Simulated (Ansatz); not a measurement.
SiO2: energy above lowest point against volume scale

All results are calculated (Ansatz 0.2.0). Free energy against uniform scaling of the volume at fixed shape and fractions; periodic cell, basis, potentials, k mesh and filling as listed.

The cell before it is scaled or strained (space group I-42d, No. 122):
```
SiO2
1.0
     -2.3740     2.3740     3.7440
      2.3740    -2.3740     3.7440
      2.3740     2.3740    -3.7440
Si O
2 4
Direct
  0.00000 0.00000 0.00000
  0.75000 0.25000 0.50000
  0.99838 0.62500 0.87338
  0.37500 0.24838 0.37338
  0.75162 0.12500 0.12662
  0.87500 0.00162 0.62662
```

Settings of every row: functional PBEsol; dispersion none; potentials PAW; wave cutoff 517.02 eV; density cutoff 2068.1 eV; k mesh 6x6x6; k shift 0x0x0; occupations fixed; smearing width 0 eV; spin none.

```csv
row,volume scale,V (Å³/atom),energy above lowest point (meV/atom)
1,0.92,12.942,62.7
2,0.9467,13.317,28.4
3,0.9733,13.692,8.1
4,1,14.067,0
5,1.0267,14.443,?
6,1.0533,14.817,14.4
7,1.08,15.193,34.3
```

Question: what energy above lowest point should row 5 give?

Worked fit of energy above lowest point. Take u = (V_r/V)^(2/3) − 1 with V_r = 13.88 Å³ an atom, which is twice the finite (Eulerian) strain; such expansions in the strain, on which the Birch-Murnaghan equation of state is built, carry the rest volume and the bulk modulus. The shown rows have u = 0.04775, 0.02799, 0.00913, -0.00888, -0.04262, -0.05848. Least squares give energy above lowest point = 2.63 + 443.9 × u + 16964 × u² + 1851 × u³ meV/atom; a parabola predicts inner rows, each left out in turn, worse (root mean square 0.084 against 0.042 meV/atom). All shown rows lie on it to the printed digit. Its lowest point lies at u = -0.0131, or V = 14.16 Å³ an atom, and the curvature there gives the bulk modulus at fixed shape and fractions, B = (4/9)(1 + u)² E″(u)/V = 165 GPa. Letting shape and atoms relax would as a rule lower it, by much in layered, chain or molecular crystals. The withheld row has u = -0.02616, so the fit gives 2.63 + 443.9 × (-0.02616) + 16964 × (-0.02616)² + 1851 × (-0.02616)³ = 2.6 meV/atom.

The calculation gave 2.5 meV/atom. The fit lies 0.1 meV/atom (4 % of the value, 0.16 % of the column's range) above it, one unit of the last digit.
